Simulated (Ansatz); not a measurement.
input.yaml

```yaml
crystal:
  lattice:
    - [5.9136804092, 0.0, 0.0]
    - [-2.9568402046, 5.1213974642, 0.0]
    - [0.0, 0.0, 24.2427497522]
  atoms:
    - { symbol: Ta, position: [0.3333333333, 0.1666666667, 0.3506202921] }
    - { symbol: Ta, position: [0.3333333333, 0.6666666667, 0.3506202921] }
    - { symbol: Ta, position: [0.8333333333, 0.1666666667, 0.3506202921] }
    - { symbol: Ta, position: [0.8333333333, 0.6666666667, 0.3506202921] }
    - { symbol: Ta, position: [0.6666666667, 0.3333333333, 0.450206764] }
    - { symbol: Ta, position: [0.6666666667, 0.8333333333, 0.450206764] }
    - { symbol: Ta, position: [0.1666666667, 0.3333333333, 0.450206764] }
    - { symbol: Ta, position: [0.1666666667, 0.8333333333, 0.450206764] }
    - { symbol: Ta, position: [0.0, 0.5, 0.549793236] }
    - { symbol: Ta, position: [0.0, 0.0, 0.549793236] }
    - { symbol: Ta, position: [0.5, 0.5, 0.549793236] }
    - { symbol: Ta, position: [0.5, 0.0, 0.549793236] }
    - { symbol: Ta, position: [0.3333333333, 0.6666666667, 0.6493797079] }
    - { symbol: Ta, position: [0.3333333333, 0.1666666667, 0.6493797079] }
    - { symbol: Ta, position: [0.8333333333, 0.6666666667, 0.6493797079] }
    - { symbol: Ta, position: [0.8333333333, 0.1666666667, 0.6493797079] }
basis:
  ecutwfc: 420
kpoints:
  mp_grid: { grid: [6, 6, 1] }
hamiltonian:
  xc: pbe
  dispersion: d3bj
scf:
  occupations: { method: gaussian, width: 0.1 }
output:
  forces: true
  eigenvalues: true
  write_density: true
  write_potential: true
  elf: true
  volumetric_format: npy
relax:
  adjacent_minimum: "off"
  f_tol: 0.03
  max_steps: 70
  constraints: [{ sites: [0, 1, 2, 3, 4, 5, 6, 7] }]
efield:
  axis: 3
  dipole_correction: true
  ramp_width: 0.04
```

Command:
```bash
ansatz run input.yaml --threads 2 --pin off --max-ram 5120MiB --backend cpu --events-out ev --progress --plain --runs-dir out
```

Computed with DFT PBE+D3(BJ), scalar-relativistic, plane waves, PAW (Ansatz 0.2.0).

Abridged output (final results; tables in files aren't shown):

```
SCF converged after 8 iterations
Free energy (F): -158910.763673 eV
Harris-Foulkes:  -158910.763673 eV  (|F-HF|=6.61e-9)
Internal energy: -158910.617434 eV  (E = F + TS)
E sigma→0 (E₀):  -158910.690553 eV
Entropy (-TS):   -0.146239 eV (-9.140 meV/atom)
Fermi energy:    4.796430 eV
Dipole field:    D = -0.000490 V/Å  (p = -0.001988 e·Å, saw-weighted, corrected)
Work function:   Φ+ = 4.6681 eV   Φ− = 4.6563 eV
Levels:          The Fermi level and band energies are counted from a zero that moves with the ramp; work functions are not
--- Per-component energies (eV) ---
  E_band       = -4620.882832
  E_kinetic    = 5824.755664
  E_local      = -202197.452357  (includes V_loc(G=0)·N_el)
  E_nonlocal   = 231.181755
  E_hartree    = 98280.459411
  E_xc         = -3478.538415
  E_vxc        = -3242.046711  (∫ρ·V_xc dr)
  E_paw        = -134340.154257  (= ΣΔE_a)
  E_vpaw       = -1798.277177  (= ΣTr[D̂ρ^β])
  E_aug_tail   = 0.002540  (compensation charges beyond the density's cutoff)
  E_efield     = 0.000000  (sawtooth field / dipole correction)
  E_vefield    = 0.000712  (∫n·V_field dr)
  E_ewald      = 76776.697587
  E_disp       = -7.569362  (pairwise vdW)
  E_smearing   = -0.146239  (= −TS)
--- Forces (eV/Å), atoms counted from 1 ---
  atom   1  Ta     0.00000000     0.00000000    -0.07297065
  atom   2  Ta     0.00000000     0.00000000    -0.07297065
  atom   3  Ta     0.00000000     0.00000000    -0.07297065
  atom   4  Ta     0.00000000     0.00000000    -0.07297065
  atom   5  Ta     0.00000000     0.00000000     0.07199715
  atom   6  Ta     0.00000000     0.00000000     0.07199715
  atom   7  Ta     0.00000000     0.00000000     0.07199715
  atom   8  Ta     0.00000000     0.00000000     0.07199715
  atom   9  Ta     0.00000000     0.00000000     0.00111744
  atom  10  Ta     0.00000000     0.00000000     0.00111744
  atom  11  Ta     0.00000000     0.00000000     0.00111744
  atom  12  Ta     0.00000000     0.00000000     0.00111744
  atom  13  Ta     0.00000000     0.00000000    -0.00014340
  atom  14  Ta     0.00000000     0.00000000    -0.00014340
  atom  15  Ta     0.00000000     0.00000000    -0.00014340
  atom  16  Ta     0.00000000     0.00000000    -0.00014340
--- Band table (eV; the first three rows and the last of 7) ---
  k-point 0: bands = ["-62.9164", "-62.9124", "-62.8468", "-62.8468", "-62.8468", "-62.8426", "-62.8426", "-62.8426", "-62.8084", "-62.7617", "-62.7310", "-62.7310", "-62.7310", "-62.7152", "-62.7152", "-62.7152", "-29.8876", "-29.8876", "-29.8876", "-29.8612", "-29.8208", "-29.8208", "-29.8208", "-29.8010", "-29.8010", "-29.8010", "-29.7571", "-29.7571", "-29.7571", "-29.6747", "-29.4157", "-29.4157", "-29.4157", "-29.3561", "-29.3561", "-29.3561", "-29.3196", "-29.2213", "-29.2213", "-29.2213", "-29.1996", "-29.1996", "-29.1996", "-29.1592", "-29.1592", "-29.1592", "-29.0771", "-29.0771", "-29.0771", "-29.0499", "-29.0499", "-29.0499", "-28.9949", "-28.9949", "-28.9949", "-28.9634", "-28.9 ...
  k-point 1: bands = ["-62.9118", "-62.9077", "-62.8515", "-62.8473", "-62.8468", "-62.8468", "-62.8426", "-62.8426", "-62.8036", "-62.7582", "-62.7371", "-62.7310", "-62.7310", "-62.7174", "-62.7151", "-62.7151", "-29.8574", "-29.8574", "-29.8417", "-29.8364", "-29.7936", "-29.7936", "-29.7839", "-29.7717", "-29.7717", "-29.7499", "-29.7299", "-29.7299", "-29.7081", "-29.6661", "-29.4501", "-29.4254", "-29.4254", "-29.3601", "-29.3588", "-29.3588", "-29.3266", "-29.2385", "-29.2385", "-29.2278", "-29.2278", "-29.2056", "-29.1846", "-29.1636", "-29.1636", "-29.1455", "-29.1270", "-29.1270", "-29.0648", "-29.0362", "-29.0362", "-29.0357", "-29.0270", "-29.0231", "-29.0231", "-29.0063", "-28.9 ...
  k-point 2: bands = ["-62.8991", "-62.8951", "-62.8643", "-62.8602", "-62.8468", "-62.8468", "-62.8426", "-62.8426", "-62.7904", "-62.7524", "-62.7488", "-62.7311", "-62.7311", "-62.7248", "-62.7151", "-62.7151", "-29.7879", "-29.7814", "-29.7814", "-29.7295", "-29.7295", "-29.7191", "-29.7004", "-29.7004", "-29.6951", "-29.6675", "-29.6675", "-29.6461", "-29.6222", "-29.5909", "-29.4718", "-29.4599", "-29.4599", "-29.3777", "-29.3777", "-29.3659", "-29.3508", "-29.2923", "-29.2923", "-29.2656", "-29.2656", "-29.2096", "-29.2096", "-29.1843", "-29.1786", "-29.1708", "-29.1708", "-29.1457", "-29.1430", "-29.1110", "-29.1077", "-29.1028", "-29.1028", "-29.0310", "-29.0253", "-29.0235", "-29.0 ...
  k-point 6: bands = ["-62.8730", "-62.8730", "-62.8730", "-62.8689", "-62.8689", "-62.8689", "-62.8381", "-62.8338", "-62.7623", "-62.7623", "-62.7623", "-62.7305", "-62.7305", "-62.7305", "-62.7153", "-62.7152", "-29.6802", "-29.6802", "-29.6802", "-29.6559", "-29.6446", "-29.6446", "-29.6446", "-29.6415", "-29.6410", "-29.5609", "-29.5607", "-29.5589", "-29.5296", "-29.5296", "-29.5296", "-29.4490", "-29.4490", "-29.4490", "-29.4435", "-29.4414", "-29.3961", "-29.3961", "-29.3961", "-29.3240", "-29.3240", "-29.3240", "-29.3113", "-29.2453", "-29.1638", "-29.1638", "-29.1638", "-29.1151", "-29.1151", "-29.1151", "-29.1122", "-29.1122", "-29.1122", "-29.0968", "-29.0953", "-29.0437", "-29.0 ...
--- Relaxed structure (3 steps of the walk, 2 accepted, 0 SCFs on fresh bases) ---
  F+E_penalty+E_count = -158910.76367281 eV   max|allowed force component| = 1.117e-3 eV/Å
  atoms:
    - { symbol: Ta, position: [0.33333333, 0.16666666, 0.35062029] }
    - { symbol: Ta, position: [0.33333333, 0.66666666, 0.35062029] }
    - { symbol: Ta, position: [0.83333333, 0.16666666, 0.35062029] }
    - { symbol: Ta, position: [0.83333333, 0.66666666, 0.35062029] }
    - { symbol: Ta, position: [0.66666666, 0.33333333, 0.45020676] }
    - { symbol: Ta, position: [0.66666666, 0.83333333, 0.45020676] }
    - { symbol: Ta, position: [0.16666666, 0.33333333, 0.45020676] }
    - { symbol: Ta, position: [0.16666666, 0.83333333, 0.45020676] }
    - { symbol: Ta, position: [0.0, 0.5, 0.55010735] }
    - { symbol: Ta, position: [0.0, 0.0, 0.55010735] }
    - { symbol: Ta, position: [0.5, 0.5, 0.55010735] }
    - { symbol: Ta, position: [0.50000000, 0.0, 0.55010735] }
    - { symbol: Ta, position: [0.33333333, 0.66666666, 0.65021628] }
    - { symbol: Ta, position: [0.33333333, 0.16666666, 0.65021628] }
    - { symbol: Ta, position: [0.83333333, 0.66666666, 0.65021628] }
    - { symbol: Ta, position: [0.83333333, 0.16666666, 0.65021628] }
```

The relaxation met its thresholds.

The run took 2.3 min on 2 threads of Arm Neoverse V2, with other jobs on the host, peak memory 1.4 GiB.

Spin–orbit coupling is left out, which can shift energies with elements as heavy as these.